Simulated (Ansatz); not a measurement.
A crystal relaxed with r2SCAN in the PAW code Ansatz has space group R3c:H (No. 161) and a = 5.137 Å, c = 13.885 Å.

| atom | site | x | y | z |
| --- | --- | --- | --- | --- |
| Xx | 6a | 0.0000 | 0.0000 | 0.2178 |
| Nb | 6a | 0.3333 | 0.6667 | 0.1665 |
| O | 18b | 0.0345 | 0.7114 | 0.1034 |

r2SCAN gives an indirect gap of 4.00 eV, from Γ–T (0.27 of the way from Γ) to S₂–F (0.10 of the way from S₂); the least direct gap is 4.07 eV at Γ. The HSE06 gap is indirect, 5.03 eV (Γ–T (0.27 of the way from Γ) to S₂–F (0.10 of the way from S₂)), below the direct gap of 5.10 eV at Γ. Meshes: r2SCAN 6×6×6, HSE06 4×4×4. r2SCAN's ε∞ is 5.0 along x and y, 4.7 along z.

Problem. Which element is Xx?
A. Na
B. K
C. Li
D. Cu

Solution. C. Xx is Li: LiNbO3 built on the LiNbO3 prototype. Li has 6 O at 2.05–2.24 Å; Nb has 6 O at 1.88–2.14 Å; O has 2 Nb at 1.88–2.14 Å and 2 Li at 2.05–2.24 Å.

(Calculated; spin-unpolarised; the phase may be known or hypothetical.)

The runs are scalar-relativistic, without spin-orbit coupling.

Where an edge lies off the special points, it is a point of the mesh or the k point where a search put PBE's edge or least direct gap, reused for the other functionals, whose own edges may lie a little apart.

The meshes of the hybrids are coarse, so their gaps aren't converged to the digits shown.
